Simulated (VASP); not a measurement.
# Si2Mo (I4/mmm) in VASP: further runs

One crystal, Si2Mo, is run at these levels: LAK, RPBE+D3(BJ); tasks: density of states, equation of state.

Program: VASP 6.6.1. These are calculated values, not measurements. Logs are shortened: lines on timing, memory, paths and dates and some standing lists are left out, and cuts for length are marked.

## 1. The undisturbed crystal

Symmetry: I4/mmm, No. 139, tetragonal system. Conventional cell: a = 3.200 Å, b = 3.200 Å, c = 7.861 Å, α = 90.00°, β = 90.00°, γ = 90.00°. Mo (site symmetry 4/mmm) is surrounded by 10 Si at 2.62 Å. Si (site symmetry 4mm) is surrounded by 5 Si at 2.61 to 2.63 Å and 5 Mo at 2.62 Å.

## 2. Density of states, LAK (volume scaled by 0.92)

INCAR reads:

```
  PREC = Accurate
  ENCUT = 520
  EDIFF = 1E-7
  ISMEAR = -5
  SIGMA = 0.02
  LREAL = F
  LASPH = T
  NELM = 60
  ALGO = Normal
  ISIF = 2
  LWAVE = F
  LCHARG = F
  LMAXMIX = 4
  METAGGA = LAK
  LMIXTAU = T
  LORBIT = 10
  NEDOS = 1001
```

Si2Mo.cif reads:

```cif
data_Si2Mo
_cell_length_a 3.11228424
_cell_length_b 3.11228424
_cell_length_c 7.64552076
_cell_angle_alpha 90.00000000
_cell_angle_beta 90.00000000
_cell_angle_gamma 90.00000000
_space_group_name_H-M_alt 'I4/mmm'
_space_group_name_Hall '-I 4 2'
_space_group_IT_number 139
loop_
_space_group_symop_operation_xyz
'x,y,z'
'-x,-y,-z'
'-y,x,z'
'y,-x,-z'
'-x,-y,z'
'x,y,-z'
'y,-x,z'
'-y,x,-z'
'x,-y,-z'
'-x,y,z'
'-y,-x,-z'
'y,x,z'
'-x,y,-z'
'x,-y,z'
'y,x,-z'
'-y,-x,z'
'x+1/2,y+1/2,z+1/2'
'-x+1/2,-y+1/2,-z+1/2'
'-y+1/2,x+1/2,z+1/2'
'y+1/2,-x+1/2,-z+1/2'
'-x+1/2,-y+1/2,z+1/2'
'x+1/2,y+1/2,-z+1/2'
'y+1/2,-x+1/2,z+1/2'
'-y+1/2,x+1/2,-z+1/2'
'x+1/2,-y+1/2,-z+1/2'
'-x+1/2,y+1/2,z+1/2'
'-y+1/2,-x+1/2,-z+1/2'
'y+1/2,x+1/2,z+1/2'
'-x+1/2,y+1/2,-z+1/2'
'x+1/2,-y+1/2,z+1/2'
'y+1/2,x+1/2,-z+1/2'
'-y+1/2,-x+1/2,z+1/2'
loop_
_atom_site_label
_atom_site_type_symbol
_atom_site_symmetry_multiplicity
_atom_site_Wyckoff_symbol
_atom_site_fract_x
_atom_site_fract_y
_atom_site_fract_z
_atom_site_occupancy
Mo1 Mo 2 a 0.0000000000 0.0000000000 0.0000000000 1
Si1 Si 4 e 0.5000000000 0.5000000000 0.1670000000 1
```

KPOINTS reads:

```
Automatic mesh
0
Gamma
  9 9 4
```

POSCAR reads:

```
Mo Si
 1.0000000000000000
     3.1122842400000001    0.0000000000000000    0.0000000000000000
     0.0000000000000000    3.1122842400000001    0.0000000000000000
     0.0000000000000000    0.0000000000000000    7.6455207600000001
 Mo  Si 
   2   4
Cartesian
  0.0000000000000000  0.0000000000000000  0.0000000000000000
  1.5561421200000001  1.5561421200000001  3.8227603800000001
  1.5561421200000001  1.5561421200000001  1.2768019669200001
  1.5561421200000001  1.5561421200000001  6.3687187930800002
  0.0000000000000000  0.0000000000000000  5.0995623469200000
  0.0000000000000000  0.0000000000000000  2.5459584130799997
```

Potentials or basis: VASP PAW PBE potentials, release 64 (Mo_pv, Si).

Command:

```bash
> ase convert -i cif -o vasp Si2Mo.cif POSCAR
> cat potpaw_PBE.64/Mo_pv/POTCAR potpaw_PBE.64/Si/POTCAR > POTCAR
> mpirun -np 1 vasp_std > vasp.out
```

OUTCAR:

```text
PREC = Accurate
   ENCUT = 520
   EDIFF = 1E-7
   ISMEAR = -5
   LREAL = F
   LASPH = T
   NELM = 60
   ISIF = 2
   METAGGA = LAK
   LORBIT = 10

 ion  position               nearest neighbor table
   1  0.000  0.000  0.000-   3 2.54   4 2.54   3 2.54   4 2.54   3 2.54   4 2.54   3 2.54   4 2.54
                             5 2.55   6 2.55
   2  0.500  0.500  0.500-   5 2.54   6 2.54   5 2.54   6 2.54   5 2.54   6 2.54   5 2.54   6 2.54
                             3 2.55   4 2.55
   3  0.500  0.500  0.167-   6 2.54   6 2.54   6 2.54   6 2.54   1 2.54   1 2.54   1 2.54   1 2.54
                             2 2.55   4 2.55
   4  0.500  0.500  0.833-   5 2.54   5 2.54   5 2.54   5 2.54   1 2.54   1 2.54   1 2.54   1 2.54
                             2 2.55   3 2.55
   5  0.000  0.000  0.667-   4 2.54   4 2.54   4 2.54   4 2.54   2 2.54   2 2.54   2 2.54   2 2.54
                             1 2.55   6 2.55
   6  0.000  0.000  0.333-   3 2.54   3 2.54   3 2.54   3 2.54   2 2.54   2 2.54   2 2.54   2 2.54
                             1 2.55   5 2.55

  LATTYP: Found a simple tetragonal cell.
 ALAT       =     3.1122842400
 C/A-ratio  =     2.4565625021

  Lattice vectors:

 A1 = (   3.1122842400,   0.0000000000,   0.0000000000)
 A2 = (   0.0000000000,   3.1122842400,   0.0000000000)
 A3 = (   0.0000000000,   0.0000000000,   7.6455207600)

Analysis of symmetry for initial positions (statically):
=====================================================================
 Subroutine PRICEL returns following result:

  LATTYP: Found a body centered tetragonal cell.
 ALAT       =     3.1122842400
 C/A-ratio  =     2.4565625021

  Lattice vectors:

 A1 = (  -1.5561421200,   1.5561421200,   3.8227603800)
 A2 = (   1.5561421200,  -1.5561421200,   3.8227603800)
 A3 = (   1.5561421200,   1.5561421200,  -3.8227603800)

   2 primitive cells build up your supercell.

 Routine SETGRP: Setting up the symmetry group for a
 simple tetragonal supercell.

 Subroutine GETGRP returns: Found 16 space group operations
 (whereof 16 operations were pure point group operations)
 out of a pool of 16 trial point group operations.

The static configuration has the point symmetry D_4h.

Analysis of symmetry for dynamics (positions and initial velocities):
=====================================================================
 Subroutine PRICEL returns following result:

  LATTYP: Found a body centered tetragonal cell.
 ALAT       =     3.1122842400
[... 129 lines left out ...]
   POTIM  = 0.5000    time-step for ionic-motion
   TEBEG  =    0.0;   TEEND  =   0.0 temperature during run
   PSTRESS=    0.0 pullay stress
   NELECT =      40.0000    total number of electrons
   NUPDOWN=      -1.0000    fix difference up-down
   EMIN   =  10.00;   EMAX   =-10.00  energy-range for DOS
   EFERMI =   0.00;   METHOD = LEGACY
   ISMEAR =    -5;   SIGMA  =   0.02  broadening in eV -4-tet -1-fermi 0-gaus
   EFERMI_NEDOS =   21; number of points for ismear=-14 and -15
   IALGO  =     38    algorithm
   IMIX   =      4    mixing-type and parameters
     AMIX     =   0.40;   BMIX     =  1.00
     AMIX_MAG =   1.60;   BMIX_MAG =  1.00
  volume/ion in A,a.u.               =      12.34        83.29
  Fermi-wavevector in a.u.,A,eV,Ry     =   1.333234  2.519446 24.184522  1.777512
  Thomas-Fermi vector in A             =   2.462108
   LORBIT       =     10    0 simple, 1 ext, 2 COOP (PROOUT), +10 PAW based schemes
   METAGGA = LAK    functional components
   LHFCALC =     F    Hartree Fock is set to
   AEXX    =    0.0000 exact exchange contribution
   IVDW    =     0    specifies the selected vdW correction
   LEPSILON=     F    determine dielectric tensor
   LRPA    =     F    only Hartree local field effects (RPA)
 non-spin polarized calculation
 Fermi weights with tetrahedron method with Bloechl corrections
  energy-cutoff  :      520.00
  volume of cell :       74.06
 maximum number of plane-waves:      2012
 NGX is ok and might be reduce to    24
   NGX = 11   NGY = 11   NGZ = 29

 number of electron      39.9999998 magnetization

 Free energy of the ion-electron system (eV)
  ---------------------------------------------------
  ext. energy  EPLUGINS =         0.00000000
  ---------------------------------------------------
  free energy    TOTEN  =        12.35469586 eV

  energy without entropy =       12.35469586  energy(sigma->0) =       12.35469586

 E-fermi :  13.5193     XC(G=0): -13.9490

 val. band max:       13.2683772751   @ k =   0.1111   0.0000   0.5000
 cond. band min:      13.7145669620   @ k =   0.2222   0.1111   0.0000
 fundamental gap:      0.4461896869
 Fermi energy:        13.5192687534

 k-point     1 :       0.0000    0.0000    0.0000
  band No.  band energies     occupation
      1     -22.8624      2.00000
      2     -22.8154      2.00000
      3     -22.6393      2.00000
      4     -22.6393      2.00000
      5     -22.6362      2.00000
      6     -22.6362      2.00000
[... 637 lines left out ...]
     23      16.2718      0.00000
     24      16.5610      0.00000

 [... further k-points ...]
[... 5 lines left out ...]
  --------------------------------------------------------------------------------------
  -------------------------------------------------------------------------------------
  Total       11.1582242     11.1582242     11.3080029      0.0000000      0.0000000      0.0000000
  in kB      241.4015682    241.4015682    244.6419421      0.0000000      0.0000000      0.0000000
  external PRESSURE =     242.4816928 kB  Pullay stress =       0.0000000 kB

 VOLUME and BASIS-vectors are now :
 -----------------------------------------------------------------------------
  energy-cutoff  :      520.00
  volume of cell :       74.06
      direct lattice vectors                 reciprocal lattice vectors
     3.112284240  0.000000000  0.000000000     0.321307414  0.000000000  0.000000000
     0.000000000  3.112284240  0.000000000     0.000000000  0.321307414  0.000000000
     0.000000000  0.000000000  7.645520760     0.000000000  0.000000000  0.130795538

 POSITION                                       TOTAL-FORCE (eV/Angst)
 -----------------------------------------------------------------------------------
      0.00000      0.00000      0.00000        -0.000000     -0.000000      0.000000
      1.55614      1.55614      3.82276         0.000000      0.000000      0.000000
      1.55614      1.55614      1.27680        -0.000000      0.000000     -0.165738
      1.55614      1.55614      6.36872        -0.000000      0.000000      0.165738
      0.00000      0.00000      5.09956        -0.000000     -0.000000     -0.165738
      0.00000      0.00000      2.54596        -0.000000     -0.000000      0.165738
 -----------------------------------------------------------------------------------
    total drift:                                0.000000      0.000000     -0.000000

  FREE ENERGIE OF THE ION-ELECTRON SYSTEM (eV)
  ---------------------------------------------------
  free  energy   TOTEN  =        12.3546958623 eV

  energy  without entropy=       12.3546958623  energy(sigma->0) =       12.35469586

 total charge

# of ion       s       p       d       tot
------------------------------------------
    1        0.469   6.635   4.679  11.783
    2        0.469   6.635   4.679  11.783
    3        0.728   0.948   0.000   1.676
    4        0.728   0.948   0.000   1.676
    5        0.728   0.948   0.000   1.676
    6        0.728   0.948   0.000   1.676
--------------------------------------------------
tot          3.849  17.062   9.358  30.269
```

stdout:

```text
POSCAR found type information on POSCAR MoSi
 POSCAR found :  2 types and       6 ions
 scaLAPACK will be used
 -----------------------------------------------------------------------------
[... 23 lines left out ...]
|     Tetrahedron method does not include variations of the Fermi             |
|     occupations, so forces and stress will be inaccurate. We suggest        |
|     using a different smearing scheme ISMEAR = 1 or 2 for metals in         |
|     relaxations.                                                            |
|                                                                             |
 -----------------------------------------------------------------------------
```

It took 4.7 min on 1 thread of Intel Xeon Platinum 8488C (Sapphire Rapids), shared host; peak memory 0.23 GiB.

Results:

```yaml
Free_energy: 12.3547 eV
Pressure: 24.2 GPa
Largest_force: 0.166 eV/Å
Band_gap_on_the_k_mesh: none (metal or under the smearing width)
Valence_electrons_inside_the_program's_atomic_spheres: Mo 11.78; Si 1.68
```

Forces on the atoms (eV/Å):
```
Mo   0.000  0.000  0.000
Mo   0.000  0.000  0.000
Si   0.000  0.000 -0.166
Si   0.000  0.000  0.166
Si   0.000  0.000 -0.166
Si   0.000  0.000  0.166
```

Stress tensor (GPa, compression positive):
```
24.14  0.00  0.00
 0.00 24.14  0.00
 0.00  0.00 24.46
```

States per cell in windows of 1 eV (zero at the Fermi level; states under -8 eV left out):
| from (eV) | total | Mo1_d | Mo2_d | Si3_p | Si4_p | Si5_p | Si6_p |
| --- | --- | --- | --- | --- | --- | --- | --- |
| -8.0 | 1.38 | 0.15 | 0.15 | 0.07 | 0.07 | 0.07 | 0.07 |
| -7.0 | 1.97 | 0.19 | 0.19 | 0.12 | 0.12 | 0.12 | 0.12 |
| -6.0 | 1.30 | 0.16 | 0.16 | 0.06 | 0.06 | 0.06 | 0.06 |
| -5.0 | 2.64 | 0.45 | 0.45 | 0.10 | 0.10 | 0.10 | 0.10 |
| -4.0 | 3.68 | 0.83 | 0.83 | 0.13 | 0.13 | 0.13 | 0.13 |
| -3.0 | 6.75 | 1.58 | 1.58 | 0.25 | 0.25 | 0.25 | 0.25 |
| -2.0 | 2.16 | 0.61 | 0.61 | 0.06 | 0.06 | 0.06 | 0.06 |
| -1.0 | 0.90 | 0.33 | 0.33 | 0.01 | 0.01 | 0.01 | 0.01 |
| 0.0 | 0.53 | 0.14 | 0.14 | 0.02 | 0.02 | 0.02 | 0.02 |
| 1.0 | 2.15 | 0.51 | 0.51 | 0.07 | 0.07 | 0.07 | 0.07 |
| 2.0 | 3.69 | 0.96 | 0.96 | 0.09 | 0.09 | 0.09 | 0.09 |
| 3.0 | 1.63 | 0.34 | 0.34 | 0.05 | 0.05 | 0.05 | 0.05 |
| 4.0 | 0.00 | 0.00 | 0.00 | 0.00 | 0.00 | 0.00 | 0.00 |
| 5.0 | 0.00 | 0.00 | 0.00 | 0.00 | 0.00 | 0.00 | 0.00 |

Caveat: the PAW data sets were made with another functional, which shifts forces and pressure a little; tetrahedron occupations give inexact forces and stress in metals.

[end of part 1 of 2]
